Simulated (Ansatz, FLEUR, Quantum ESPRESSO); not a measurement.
## SnTe: energy against volume and a worked fit

It takes space group Fm-3m (No. 225, cubic). Conventional cell: a = 6.302 Å, b = 6.302 Å, c = 6.302 Å, α = 90.00°, β = 90.00°, γ = 90.00°. Around Te (site symmetry m-3m) lie 6 Sn at 3.15 Å. Sn (site symmetry m-3m) has 6 Te at 3.15 Å as nearest neighbours.

The cell was scaled at fixed shape and fractions and run with Quantum ESPRESSO, GBRV 1.5 LDA, cutoff 925 eV; LDA, k mesh 7 × 7 × 7 on the cell of 2 atoms, fermi-dirac occupations of 0.05 eV, no spin polarisation, no spin-orbit coupling. Energies are those that the program minimises, any entropy of the smearing included.

```tsv
V (Å³/atom)	energy over the lowest row (meV/atom)
29.4043	3.15
30.0299	0.00
30.6556	1.09
31.2812	5.92
31.9068	14.10
32.5324	?
33.1581	39.06
```

Fit the third-order Birch-Murnaghan form, give V0, B0 and B′, and predict the energy left open.

With y = (V0/V)^(2/3), E = E0 + (9 V0 B0/16) [(y - 1)³ B′ + (y - 1)² (6 - 4y)]. Least squares through the rows shown give V0 = 30.1727 Å³/atom, E0 = -0.10 meV, B0 = 50.73 GPa (1 eV/Å³ = 160.218 GPa) and B′ = 4.64, with a largest miss of 0.01 meV. At V = 32.5324 the form with these constants gives 25.26 meV; the run gave 25.25 meV an atom. Other set-ups at this level, from all their volumes (Å³/atom, GPa): FLEUR, all-electron, FLAPW: V0 30.245, B0 50.22; Ansatz, all-electron LAPW, scalar-relativistic: V0 30.255, B0 50.19; Quantum ESPRESSO, PseudoDojo 0.4.1 SR LDA standard: V0 30.268, B0 50.28. Measured volume: 31.45 Å³/atom at 300 K (a printed reference work), so the fit lies -4.1 % from it. The runs are for a static lattice.
